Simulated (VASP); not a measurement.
# Yb (Im-3m) in VASP: single point with PBE

Aim: the single point of Yb with PBE.

Everything below comes from runs of VASP 6.6.1. Logs are shortened: lines on timing, memory, paths and dates and some standing lists are left out, and cuts for length are marked.

### 1 The undisturbed crystal

The structure is cubic, space group Im-3m (No. 229). The conventional cell has a = 4.303 Å, b = 4.303 Å, c = 4.303 Å, α = 90.00°, β = 90.00°, γ = 90.00°. Around Yb (site symmetry m-3m) lie 8 Yb at 3.73 Å.

This isn't the form of Yb at room conditions, which is fcc.

### 2 Single point, PBE, collinear spin, typed start (volume scaled by 0.94)

Input file INCAR:

```
SYSTEM = Yb
  PREC = Accurate
  ENCUT = 520
  EDIFF = 1E-6
  ISMEAR = -1
  SIGMA = 0.05
  LREAL = .FALSE.
  LASPH = .TRUE.
  NELM = 150
  ALGO = Normal
  ISIF = 2
  LWAVE = .FALSE.
  LCHARG = .TRUE.
  ISPIN = 2
  MAGMOM = 1
  LORBIT = 11
  LMAXMIX = 6
  GGA = PE
  LELF = .TRUE.
  LVHAR = .TRUE.
  NBANDS = 22
```

Input file KPOINTS:

```
regular mesh
0
G
  9 9 9
  0 0 0
```

Input file POSCAR:

```
Yb
1.0
   -2.1075628599      2.1075628599      2.1075628599
    2.1075628599     -2.1075628599      2.1075628599
    2.1075628599      2.1075628599     -2.1075628599
Yb
1
Direct
    0.0000000000      0.0000000000      0.0000000000
```

Potentials or basis: VASP PAW PBE potentials, release 64 (Yb).

On the command line:

```
$ cat potpaw_PBE.64/Yb/POTCAR > POTCAR
$ mpirun -np 1 vasp_std > vasp.out
```

OUTCAR:

```text
SYSTEM = Yb
   PREC = Accurate
   ENCUT = 520
   EDIFF = 1E-6
   ISMEAR = -1
   LREAL = .FALSE.
   LASPH = .TRUE.
   NELM = 150
   ISIF = 2
   ISPIN = 2
   LORBIT = 11
   GGA = PE

 ion  position               nearest neighbor table
   1  0.000  0.000  0.000-

  LATTYP: Found a body centered cubic cell.
 ALAT       =     4.2151257198

  Lattice vectors:

 A1 = (  -2.1075628599,   2.1075628599,   2.1075628599)
 A2 = (   2.1075628599,  -2.1075628599,   2.1075628599)
 A3 = (   2.1075628599,   2.1075628599,  -2.1075628599)

Analysis of symmetry for initial positions (statically):
=====================================================================
 Subroutine PRICEL returns:
 Original cell was already a primitive cell.

 Routine SETGRP: Setting up the symmetry group for a
 body centered cubic supercell.

 Subroutine GETGRP returns: Found 48 space group operations
 (whereof 48 operations were pure point group operations)
 out of a pool of 48 trial point group operations.

The static configuration has the point symmetry O_h .

Analysis of symmetry for dynamics (positions and initial velocities):
=====================================================================
 Subroutine PRICEL returns:
 Original cell was already a primitive cell.

 Routine SETGRP: Setting up the symmetry group for a
 body centered cubic supercell.

 Subroutine GETGRP returns: Found 48 space group operations
 (whereof 48 operations were pure point group operations)
 out of a pool of 48 trial point group operations.

The dynamic configuration has the point symmetry O_h .

Analysis of structural, dynamic, and magnetic symmetry:
=====================================================================
 Subroutine PRICEL returns:
 Original cell was already a primitive cell.

 Routine SETGRP: Setting up the symmetry group for a
 body centered cubic supercell.

 Subroutine GETGRP returns: Found 48 space group operations
 (whereof 48 operations were pure point group operations)
 out of a pool of 48 trial point group operations.

The overall configuration has the point symmetry O_h .

 Subroutine INISYM returns: Found 48 space group operations
 (whereof 48 operations are pure point group operations),
 and found     1 'primitive' translations

----------------------------------------------------------------------------------------

                                     Primitive cell

  volume of cell :      37.4457

  direct lattice vectors                    reciprocal lattice vectors
    -2.107562860  2.107562860  2.107562860     0.000000000  0.237240848  0.237240848
     2.107562860 -2.107562860  2.107562860     0.237240848  0.000000000  0.237240848
     2.107562860  2.107562860 -2.107562860     0.237240848  0.237240848  0.000000000

  length of vectors
     3.650405953  3.650405953  3.650405953     0.335509225  0.335509225  0.335509225

  position of ions in fractional coordinates (direct lattice)
     0.000000000  0.000000000  0.000000000

  ion indices of the primitive-cell ions
   primitive index   ion index
                 1           1

----------------------------------------------------------------------------------------

 KPOINTS: regular mesh

Automatic generation of k-mesh.
 Grid dimensions read from file:
 generate k-points for:    9    9    9

 Generating k-lattice:

  Cartesian coordinates                     Fractional coordinates (reciprocal lattice)
     0.000000000  0.026360094  0.026360094     0.111111111  0.000000000  0.000000000
     0.026360094  0.000000000  0.026360094     0.000000000  0.111111111  0.000000000
     0.026360094  0.026360094  0.000000000     0.000000000  0.000000000  0.111111111

  Length of vectors
     0.037278803  0.037278803  0.037278803

  Shift w.r.t. Gamma in fractional coordinates (k-lattice)
     0.000000000  0.000000000  0.000000000

 Subroutine IBZKPT returns following result:
 ===========================================

 Found     35 irreducible k-points:

 Following reciprocal coordinates:
            Coordinates               Weight
  0.000000  0.000000  0.000000      1.000000
  0.111111  0.000000  0.000000     12.000000
  0.222222  0.000000  0.000000     12.000000
  0.333333  0.000000  0.000000     12.000000
  0.444444  0.000000  0.000000     12.000000
  0.111111  0.111111  0.000000     24.000000
[... 16 lines left out ...]
 -0.333333  0.444444  0.111111     48.000000
 -0.444444 -0.444444  0.111111     24.000000
 [... further k-points ...]
   k-points           NKPTS =     35   k-points in BZ     NKDIM =     35   number of bands    NBANDS=     22
   number of dos      NEDOS =    301   number of ions     NIONS =      1
   total plane-waves  NPLWV =  21952
   dimension x,y,z NGX =    28 NGY =   28 NGZ =   28
   dimension x,y,z NGXF=    56 NGYF=   56 NGZF=   56
   ions per type =               1
   NGX,Y,Z   is equivalent  to a cutoff of  12.75, 12.75, 12.75 a.u.
   NGXF,Y,Z  is equivalent  to a cutoff of  25.50, 25.50, 25.50 a.u.
 SYSTEM =  Yb
   PREC   = accura    normal or accurate (medium, high low for compatibility)
   ISTART =      0    job   : 0-new  1-cont  2-samecut
   ICHARG =      2    charge: 1-file 2-atom 10-const
   ISPIN  =      2    spin polarized calculation?
   LNONCOLLINEAR =      F non collinear calculations
   LSORBIT =      F    spin-orbit coupling
   LASPH  =      T    aspherical Exc in radial PAW
   ENCUT  =  520.0 eV  38.22 Ry    6.18 a.u.   6.79  6.79  6.79*2*pi/ulx,y,z
   NELM   =    150;   NELMIN=  2; NELMDL= -5     # of ELM steps
   EDIFF  = 0.1E-05   stopping-criterion for ELM
   LREAL  =      F    real-space projection
   EDIFFG = 0.1E-04   stopping-criterion for IOM
   NSW    =      0    number of steps for IOM
   IBRION =     -1    ionic relax: 0-MD 1-quasi-New 2-CG
   NFREE  =      0    steps in history (QN), initial steepest desc. (CG)
   ISIF   =      2    stress and relaxation
   ISYM   =      2    0-nonsym 1-usesym 2-fastsym
   POTIM  = 0.5000    time-step for ionic-motion
   TEBEG  =    0.0;   TEEND  =   0.0 temperature during run
   PSTRESS=    0.0 pullay stress
   NELECT =      24.0000    total number of electrons
   NUPDOWN=      -1.0000    fix difference up-down
   EMIN   =  10.00;   EMAX   =-10.00  energy-range for DOS
   EFERMI =   0.00;   METHOD = LEGACY
   ISMEAR =    -1;   SIGMA  =   0.05  broadening in eV -4-tet -1-fermi 0-gaus
   EFERMI_NEDOS =   21; number of points for ismear=-14 and -15
   IALGO  =     38    algorithm
   IMIX   =      4    mixing-type and parameters
     AMIX     =   0.40;   BMIX     =  1.00
     AMIX_MAG =   1.60;   BMIX_MAG =  1.00
  volume/ion in A,a.u.               =      37.45       252.70
  Fermi-wavevector in a.u.,A,eV,Ry     =   1.411491  2.667331 27.106972  1.992306
  Thomas-Fermi vector in A             =   2.533337
   LORBIT       =     11    0 simple, 1 ext, 2 COOP (PROOUT), +10 PAW based schemes
   GGA     = PE    functional components
   LHFCALC =     F    Hartree Fock is set to
   AEXX    =    0.0000 exact exchange contribution
   IVDW    =     0    specifies the selected vdW correction
   LEPSILON=     F    determine dielectric tensor
   LRPA    =     F    only Hartree local field effects (RPA)
 spin polarized calculation
  energy-cutoff  :      520.00
  volume of cell :       37.45
 maximum number of plane-waves:      1017
   NGX = 13   NGY = 13   NGZ = 13

 number of electron      24.0000008 magnetization       0.0183734

 number of electron      24.0000008 magnetization      -0.0014193

 Free energy of the ion-electron system (eV)
  ---------------------------------------------------
  ext. energy  EPLUGINS =         0.00000000
  ---------------------------------------------------
  free energy    TOTEN  =        -3.56484513 eV

  energy without entropy =       -3.55053999  energy(sigma->0) =       -3.55769256

 E-fermi :   1.4383     XC(G=0):  -9.2633

 val. band max:        1.4153311436   @ k =  -0.4444  -0.4444   0.2222
 cond. band min:       1.4455020403   @ k =   0.2222   0.2222   0.2222
 fundamental gap:      0.0301708967
 Fermi energy:         1.4383125948

 spin component 1

 k-point     1 :       0.0000    0.0000    0.0000
  band No.  band energies     occupation
      1     -50.3177      1.00000
      2     -22.5245      1.00000
      3     -22.5245      1.00000
      4     -22.5245      1.00000
      5      -3.6119      1.00000
      6       1.0173      0.99978
[... 14 lines left out ...]
     21      17.8903      0.00000
     22      17.8903      0.00000

 k-point     2 :       0.1111    0.0000    0.0000
  band No.  band energies     occupation
      1     -50.3160      1.00000
      2     -22.5606      1.00000
      3     -22.5363      1.00000
      4     -22.5246      1.00000
      5      -3.3232      1.00000
      6       1.0187      0.99977
[... 14 lines left out ...]
     21      15.7586      0.00000
     22      15.8201      0.00000

 k-point     3 :       0.2222    0.0000    0.0000
  band No.  band energies     occupation
      1     -50.3115      1.00000
      2     -22.6504      1.00000
      3     -22.5660      1.00000
      4     -22.5246      1.00000
      5      -2.5128      1.00000
      6       1.0238      0.99975
[... 14 lines left out ...]
     21      15.0255      0.00000
     22      15.4053      0.00000
[... 476 lines left out ...]
 k-point    23 :      -0.3333    0.4444    0.1111
  band No.  band energies     occupation
      1     -50.3015      1.00000
      2     -22.7695      1.00000
      3     -22.6525      1.00000
      4     -22.5724      1.00000
      5      -0.1585      1.00000
      6       1.0077      0.99982
[... 14 lines left out ...]
     21      15.2436      0.00000
     22      17.4101      0.00000

 k-point    24 :      -0.4444   -0.4444    0.1111
  band No.  band energies     occupation
      1     -50.2999      1.00000
      2     -22.7926      1.00000
      3     -22.6684      1.00000
      4     -22.5721      1.00000
      5       0.5235      1.00000
      6       1.0200      0.99977
[... 14 lines left out ...]
     21      15.5389      0.00000
     22      17.0944      0.00000

 [... further k-points ...]

 spin component 2

 k-point     1 :       0.0000    0.0000    0.0000
  band No.  band energies     occupation
      1     -50.3185      1.00000
      2     -22.5250      1.00000
      3     -22.5250      1.00000
      4     -22.5250      1.00000
      5      -3.6115      1.00000
      6       1.0155      0.99979
[... 14 lines left out ...]
     21      17.8904      0.00000
     22      17.8904      0.00000

 k-point     2 :       0.1111    0.0000    0.0000
  band No.  band energies     occupation
      1     -50.3167      1.00000
      2     -22.5611      1.00000
      3     -22.5368      1.00000
      4     -22.5250      1.00000
      5      -3.3228      1.00000
      6       1.0169      0.99978
[... 14 lines left out ...]
     21      15.7590      0.00000
     22      15.8203      0.00000

 k-point     3 :       0.2222    0.0000    0.0000
  band No.  band energies     occupation
      1     -50.3123      1.00000
      2     -22.6509      1.00000
      3     -22.5665      1.00000
      4     -22.5251      1.00000
      5      -2.5124      1.00000
      6       1.0220      0.99976
[... 14 lines left out ...]
     21      15.0260      0.00000
     22      15.4056      0.00000
[... 476 lines left out ...]
 k-point    23 :      -0.3333    0.4444    0.1111
  band No.  band energies     occupation
      1     -50.3022      1.00000
      2     -22.7699      1.00000
      3     -22.6530      1.00000
      4     -22.5729      1.00000
      5      -0.1581      1.00000
      6       1.0061      0.99982
[... 14 lines left out ...]
     21      15.2439      0.00000
     22      17.4105      0.00000

 k-point    24 :      -0.4444   -0.4444    0.1111
  band No.  band energies     occupation
      1     -50.3007      1.00000
      2     -22.7930      1.00000
      3     -22.6688      1.00000
      4     -22.5726      1.00000
      5       0.5237      1.00000
      6       1.0185      0.99977
[... 14 lines left out ...]
     21      15.5393      0.00000
     22      17.0947      0.00000

 [... further k-points ...]

------------------------ aborting loop because EDIFF is reached ----------------------------------------

  FORCE on cell =-STRESS in cart. coord.  units (eV):
  Direction    XX          YY          ZZ          XY          YZ          ZX
  --------------------------------------------------------------------------------------
  -------------------------------------------------------------------------------------
  Total       -0.6343658     -0.6343658     -0.6343658     -0.0000000      0.0000000     -0.0000000
  in kB      -27.1424295    -27.1424295    -27.1424295     -0.0000000      0.0000000     -0.0000000
  external PRESSURE =     -27.1424295 kB  Pullay stress =       0.0000000 kB

 VOLUME and BASIS-vectors are now :
 -----------------------------------------------------------------------------
  energy-cutoff  :      520.00
  volume of cell :       37.45
      direct lattice vectors                 reciprocal lattice vectors
    -2.107562860  2.107562860  2.107562860     0.000000000  0.237240848  0.237240848
     2.107562860 -2.107562860  2.107562860     0.237240848  0.000000000  0.237240848
     2.107562860  2.107562860 -2.107562860     0.237240848  0.237240848  0.000000000

 POSITION                                       TOTAL-FORCE (eV/Angst)
 -----------------------------------------------------------------------------------
      0.00000      0.00000      0.00000        -0.000000      0.000000      0.000000
 -----------------------------------------------------------------------------------
    total drift:                               -0.000000     -0.000000     -0.000000

  FREE ENERGIE OF THE ION-ELECTRON SYSTEM (eV)
  ---------------------------------------------------
  free  energy   TOTEN  =        -3.5648451310 eV

  energy  without entropy=       -3.5505399926  energy(sigma->0) =       -3.55769256

 total charge

# of ion       s       p       d       f       tot
--------------------------------------------------
    1        2.217   5.980   0.258  13.622  22.077

 magnetization (x)

# of ion       s       p       d       f       tot
--------------------------------------------------
    1       -0.000   0.000   0.000  -0.001  -0.001
```

Wall time 15 min (1 thread of Intel Xeon Platinum 8375C at 2.90GHz (Ice Lake), shared host); peak memory 0.22 GiB.

Results:

| Property | Result |
| --- | --- |
| Free energy | -3.5648 eV |
| Pressure | -2.7 GPa |
| Band gap on the k mesh | none (metal or under the smearing width) |
| Net moment | 0.00 μB per cell |
| Valence electrons inside the program's atomic spheres | Yb 22.08 |

Caveat: spin-orbit coupling is left out, which moves the levels of the heavy elements. The state reached can hang on the start; a lower one may exist.
